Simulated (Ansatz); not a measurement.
Crystal: BP.

```
P B
1.0
     0.00000    2.26900    2.26900
     2.26900    0.00000    2.26900
     2.26900    2.26900    0.00000
P B
1 1
Direct
  0.75000 0.75000 0.75000
  0.00000 0.00000 0.00000
```

A run of Ansatz 0.2.0 on this cell left the log below. Logs are shortened: lines on timing, memory, paths and dates and some standing lists are left out, and cuts for length are marked.

```text
Warning: RAYON_NUM_THREADS=1 ignored (pool sized by the plan → 1); use --threads N
The last accepted step is kept in <dir> (removed where the run ends without a failure and the disk answers)
LAPW: plane waves up to 8.930 Å⁻¹, error target 1.0e-3 eV per atom; small_component_spin mean_spin; B in spheres of 0.875 Å, 5 of its electrons in bands, Dirac shells []; P in spheres of 1.031 Å, 13 of its electrons in bands, Dirac shells [] (how accurate: hamiltonian.pseudopotentials.lapw.basis_error, Limitations)
Engine: ansatz 0.2.0, aarch64-unknown-linux-gnu
Pseudopotentials: kind: all_electron
Pseudopotential: P, LAPW, valence charge 13, lapw/all_electron/scalar/gaussian/P, Koelling and Harmon's equation, gaussian nucleus
Pseudopotential: B, LAPW, valence charge 5, lapw/all_electron/scalar/gaussian/B, Koelling and Harmon's equation, gaussian nucleus
Functional definition: SPW92
  exchange = slater_x
  correlation = pw_c
Crystal: 2 atoms, lattice volume = 23.363 Å³
Basis set: ecut = 303.8356641618485 eV, 283 PW (Γ), exchange–correlation at level 2
Bands: 13, of which v1, the nominal top of the filled ones, is band 9 counted from 1 (8 counted from 0)
Symmetry: 24 space group operations
Space group: F-43m (ITA 216), of the structure as read, at distance tolerance 2.9e-5 Å
k-points: 47 of 1000 (time reversal used)
Non-local potential: P, projectors of the file, none
Non-local potential: B, projectors of the file, none
Initial density: superposition of atomic densities (chi_scale 0.1, normalization cell, long waves kept (reshape's long-wave potential 0.00 eV rms))
Initial wavefunctions: plane waves of lowest kinetic energy (no species holds an atomic orbital)
Functional: x = slater, c = lda
iter 1 solved again at ethr=1.16e-2 eV; its pass at ethr=1.00e-1 eV (dr2=2.09e0 eV) is discarded
SCF iter   1: F=—  HF=-9951.104378 eV  |F-HF|=—  |Δ(HF+E_count)|=         —  Δρ=8.89e-2  dr2=2.10e0  ethr=1.16e-2  ⟨swp⟩=2.0  Hψ=4474  notcnv=0
[... 46 lines left out ...]
relax step   4: F+E_penalty+E_count = -9950.31388357 eV  Δ(F+E_penalty+E_count) = -1.470e-3 eV  max|allowed force component| = 1.087e-16 eV/Å  Δτ_max = 0.0000 Å  P = +4.994 GPa  Ω = 22.032 Å³  (3 SCF iters, accepted)
iter 1 solved again at ethr=2.25e-10 eV; its pass at ethr=1.00e-1 eV (dr2=4.05e-8 eV) is discarded
SCF iter   1: F=—  HF=-9950.313884 eV  |F-HF|=—  |Δ(HF+E_count)|=         —  Δρ=1.24e-5  dr2=4.06e-8  ethr=2.25e-10  ⟨swp⟩=4.0  Hψ=3228  notcnv=0
preconditioner: auto → none  [insulator: Δε(μ)=1.121 eV  Ē_g=13.147 eV  σ=0.050 eV  W_gap=1.00  n_scr=8 (ndim 8)  ℏωp=22.4 eV  f_vac=0.000  D(μ)=0.00/eV (n_scr^D=0)  ε∞_Penn≈3.9]
SCF iter   2: F=-9950.313884 eV  HF=-9950.313884 eV  |F-HF|=1.30e-9  |Δ(HF+E_count)|=   1.40e-8  Δρ=5.17e-6  dr2=5.30e-9  ethr=2.25e-10  ⟨swp⟩=2.0  Hψ=1459  notcnv=0
SCF 5 converged in 2 iterations: F = -9950.313884 eV  dr2 = 5.30e-9
relax step   5: F+E_penalty+E_count = -9950.31388393 eV  Δ(F+E_penalty+E_count) = -3.628e-7 eV  max|allowed force component| = 1.110e-16 eV/Å  Δτ_max = 0.0000 Å  P = +4.992 GPa  Ω = 22.032 Å³  stress off target by 8.48e-3 GPa  SCF on the basis re-selected at this cell (its energy is not comparable with the rows above)  (2 SCF iters)
basis re-selected at this cell: Δ(F+E_penalty+E_count) = -3.628e-7 eV, ΔP = -0.002 GPa vs the last step (what re-selecting the basis moved, after the strain that the cell walked since its last selection, with what the two solves' SCF thresholds leave and, on support functions, any second-order correction that the steps lacked; it is no measure of the basis error at this ecutwfc). This SCF's stress stands 8.48e-3 GPa from its target on what of the cell is left free (relax.cell.stress_tol is 5.00e-2 GPa) and its largest allowed force component is 1.11e-16 eV/Å (relax.f_tol is 2.00e-2 eV/Å): within both
SCF converged after 2 iterations
Free energy (F): -9950.313884 eV
Harris-Foulkes:  -9950.313884 eV  (|F-HF|=1.30e-9)
Internal energy: -9950.313884 eV  (E = F + TS)
E sigma→0 (E₀):  -9950.313884 eV
Entropy (-TS):   -0.000000 eV (-0.000 meV/atom)
Fermi energy:    11.405607 eV
--- Per-component energies (eV) ---
  E_band       = -1245.565926
  E_kinetic    = 9971.987195
  E_xc         = -707.450739
  E_electrostatic = -19214.850339  (all electrons and nuclei)
  E_smearing   = -0.000000  (= −TS)
  E_closure    = 0.000000  (closes the sum)
  E_atoms      = -9935.935232  (free atoms, spherical and without spin; not in F)
  Σ components = -9950.313884   (vs F -9950.313884, Δ=0.00e0)
  Basis errors (estimates in eV, not in F): energy 6.6e-4 per atom: plane waves 6.2e-4 (3.8e-4 summed), levels above the bands 2.0e-56, relativity 5.1e-9, radial functions 4.3e-5, core shells 4.6e-13; eigenvalues (radial functions only) 1.3e-6; not estimated: angular momenta, meshes, grids; target (lapw.basis_error) 1.0e-3; muffin-tin radii B 0.858 Å, P 1.011 Å
--- Forces (eV/Å), atoms counted from 1 ---
  atom   1  P     -0.00000000    -0.00000000    -0.00000000
  atom   2  B     -0.00000000     0.00000000     0.00000000
  max |Σ_I F_I| component: 6.48e-17 eV/Å
--- Stress (GPa, compression-positive) ---
        4.991522       0.000000       0.000000
        0.000000       4.991522       0.000000
        0.000000       0.000000       4.991522
  P = ⅓ Tr σ = 4.9915 GPa (49.915 kbar)
--- Relaxed structure (4 steps of the walk, 4 accepted, 1 SCFs on fresh bases) ---
  F+E_penalty+E_count = -9950.31388393 eV   max|allowed force component| = 1.110e-16 eV/Å   (the final SCF, on the basis selected at the relaxed cell)
  cell:  # Å, volume = 22.0317 Å³
    - [8.023220572110206e-34, 2.22504730274085, 2.22504730274085]
    - [2.22504730274085, 1.7194890231322266e-33, 2.22504730274085]
    - [2.22504730274085, 2.22504730274085, 1.5286116098686771e-33]
  atoms:
    - { symbol: P, position: [0.7499999999999999, 0.7499999999999999, 0.7499999999999999] }
    - { symbol: B, position: [5.481841144777832e-35, -2.298836609100383e-35, -9.725847192347764e-35] }
```

Problem. What input gives this log?

Solution. Relaxation of cell and atoms with LDA, no spin polarisation. The files as run (others can give the same):

input.yaml
```yaml
crystal:
  lattice:
    - [0.0, 2.269, 2.269]
    - [2.269, 0.0, 2.269]
    - [2.269, 2.269, 0.0]
  atoms:
    - { symbol: P, position: [0.75, 0.75, 0.75] }
    - { symbol: B, position: [0.0, 0.0, 0.0] }
kpoints:
  mp_grid: { grid: [10, 10, 10] }
scf:
  occupations: { method: fermi_dirac, width: 0.05 }
hamiltonian:
  xc: lda
  pseudopotentials: { kind: all_electron, lapw: { basis_error: 0.001 } }
output:
  forces: true
  stress: true
relax:
  f_tol: 0.02
  max_steps: 60
  cell: { p_target: 5.0 }
```

Potentials or basis: all-electron LAPW, scalar-relativistic.
The run is started by
```console
$ ansatz run input.yaml --threads 1 --pin off --max-ram 3072MiB --backend cpu --events-out ev --progress --plain --runs-dir out
```
